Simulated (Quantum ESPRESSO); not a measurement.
The system is Cl.

```
CELL_PARAMETERS angstrom
3.14500 -2.25000 0.00000
3.14500 2.25000 0.00000
0.00000 0.00000 8.21000
ATOMIC_POSITIONS crystal
Cl 0.37000 0.63000 0.40000
Cl 0.13000 0.87000 0.90000
Cl 0.63000 0.37000 0.60000
Cl 0.87000 0.13000 0.10000
```

Base run:

* Program: Quantum ESPRESSO 7.5
* Functional: WC
* Potentials or basis: PseudoDojo 0.4.1 SR PBE standard
* Cutoff: 789 eV
* Density cutoff: 3157 eV
* k mesh: 6 × 6 × 2, shifted
* Occupations: fermi-dirac, width 0.05 eV
* Spin: no spin polarisation

Its results: pressure -0.5 GPa; largest force 0.132 eV/Å; electronic dielectric tensor (diagonal) 2.29, 3.09, 4.29.

The run is repeated on the same cell with these changes: functional from WC to PBE. What comes out?

Pressure 0.6 GPa; largest force 0.095 eV/Å; electronic dielectric tensor (diagonal) 2.26, 3.03, 4.18.

PBE binds less tightly than WC, so the same cell stands under more pressure.

Caveats: the potentials were made for another functional, which shifts forces and pressure (some runs).
